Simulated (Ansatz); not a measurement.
The system is Ag.

```
Ag
1.0
    -1.65565    1.65565    1.65565
     1.65565   -1.65565    1.65565
     1.65565    1.65565   -1.65565
Ag
1
Direct
  0.00000 0.00000 0.00000
```

This isn't the form of Ag at room conditions, which is fcc.

```yaml
Program: Ansatz 0.2.0
Task: relaxation of cell and atoms
Functional: PBEsol
Dispersion: D4
Potentials_or_basis: Ansatz PAW
Cutoff: "420 eV (not typed: the program's choice for these potentials)"
k_mesh: 11 × 11 × 11
Occupations: fermi-dirac, width 0.05 eV
Spin: no spin polarisation
```

At the start: volume 18.15 Å³/atom.

Where does the relaxation end?

It ends after 5 steps and the volume is 16.37 Å³/atom (-9.8 %); space group Im-3m (No. 229, to 0.05 Å).

The path:
```
step  energy change (eV)  largest force (eV/Å)  volume (Å³)
   1              0.0000                0.0000        18.15
   2             -0.0476                0.0000        15.63
   3             -0.0613                0.0000        16.56
   4             -0.0622                0.0000        16.37
   5             -0.0616                0.0000        16.37
```

Final structure:
```
Ag
1.0
    -1.59954    1.59954    1.59954
     1.59954   -1.59954    1.59954
     1.59954    1.59954   -1.59954
Ag
1
Direct
  0.00000 0.00000 0.00000
```

Caveat: the plane-wave basis is chosen anew once the cell has moved, so the energies of steps on either side of that aren't comparable; pairwise dispersion overbinds metals, which lowers pressure and volume; the PAW data sets come from PBE, with cores solved anew for the run's functional, which leaves a small shift of forces and pressure.
